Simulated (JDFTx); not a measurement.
Set up this calculation in JDFTx 1.7.0 (patched build), as the native input.

| Quantity | Value |
| --- | --- |
| Task | single point |
| Functional | LDA |
| Potentials or basis | PseudoDojo-SR-LDA-0.4.1-standard |
| Cutoff | 1197 eV |
| Density cutoff | 9578 eV |
| k mesh | 8 × 8 × 8 |
| Occupations | fermi-dirac, width 0.05 eV |
| Spin | no spin polarisation |
| Bands | 14 |
| Density cutoff over wavefunction cutoff | 8 |
| Max SCF steps | 100 |
| SCF threshold on the energy | 1e-09 Ha |
| Solver of the electrons | scf |
| Further solve for the empty bands | yes |

The system is NaCl.

```
Cl Na
1.0
     0.00000    2.79406    2.79406
     2.79406    0.00000    2.79406
     2.79406    2.79406    0.00000
Cl Na
1 1
Cartesian
  2.7941 2.7941 2.7941
  0.0000 0.0000 0.0000
```

The cell is a database's computed one.

The input as run:

NaCl.in

```
lattice \
    0.0000000000     5.2800142563     5.2800142563 \
    5.2800142563     0.0000000000     5.2800142563 \
    5.2800142563     5.2800142563     0.0000000000
coords-type Cartesian
ion Cl     5.2800142563     5.2800142563     5.2800142563 1
ion Na     0.0000000000     0.0000000000     0.0000000000 1

ion-species pseudo/Cl.upf
ion-species pseudo/Na.upf
elec-cutoff 44 352
elec-ex-corr lda-PW
kpoint-folding 8 8 8
elec-smearing Fermi 0.0018374661
elec-n-bands 14
electronic-SCF nIterations 100 energyDiffThreshold 1e-09
electronic-minimize nIterations 30 energyDiffThreshold 1e-7
converge-empty-states yes
forces-output-coords Cartesian

dump-name run.$VAR
dump End Ecomponents EigStats BandEigs Kpoints Forces Stress ElecDensity
```

Potentials or basis: PseudoDojo-SR-LDA-0.4.1-standard.

The run is started by

```console
$ jdftx -c 1 -i NaCl.in -o NaCl.out
```

It gave:

```json
{
  "Pressure": "-1.8 GPa",
  "Band gap on the k mesh": "4.80 eV, direct",
  "Loewdin charges": "Cl -0.62; Na +0.67 e"
}
```

It took 81 s on 1 thread of Arm Neoverse V2, with other jobs on the host, peak memory 0.14 GiB.
